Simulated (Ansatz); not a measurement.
**A strain series on MgS (rocksalt): xy shear, engineering strain (angle)**

MgS (rocksalt), relaxed with r2SCAN in Ansatz 0.2.0, then strained (xy shear, engineering strain (angle); angles, axes as in the cell below) with the atoms relaxed again within the symmetry that is left. The symmetry is Fm-3m (No. 225, cubic); a = 5.203 Å in the conventional setting, 17.61 Å³ an atom. Mg is surrounded by 6 S at 2.60 Å; S is surrounded by 6 Mg at 2.60 Å. No spin polarisation and no zero-point or thermal motion.

```
Mg S
1.0
     0.00000    2.60152    2.60152
     2.60152    0.00000    2.60152
     2.60152    2.60152    0.00000
Mg S
1 1
Direct
  0.00000 0.00000 0.00000
  0.50000 0.50000 0.50000
```

Gaps are the least over each mesh (PBE 8×8×8, r2SCAN 8×8×8, HSE06 6×6×6 when unstrained) and the special points, which keep their unstrained names; stress is the change from the unstrained cell, compression positive.

```
strain (%)  gap, PBE (eV)  gap, r2SCAN (eV)  gap, HSE06 (eV)  edges, HSE06  xy stress, r2SCAN (GPa)  energy rise, r2SCAN (meV/atom)
     -5.86          2.384             3.024            3.373         Γ → X                    +3.56                            11.4
     -4.95          2.464             3.110            3.458         Γ → X                    +3.00                             8.1
       0.0          2.790             3.463            3.804         Γ → X                     0.00                             0.0
     +4.37          2.512             3.162            3.509         Γ → X                    -2.64                             6.3
```

Task: Estimate the row for a strain of -5.31 %.

Result:
```
strain (%)  gap, PBE (eV)  gap, r2SCAN (eV)  gap, HSE06 (eV)  edges, HSE06  xy stress, r2SCAN (GPa)  energy rise, r2SCAN (meV/atom)
     -5.31          2.433             3.077            3.425         Γ → X                    +3.22                             9.4
```

The meshes of the hybrids are coarse, so their gaps aren't converged to the digits shown.
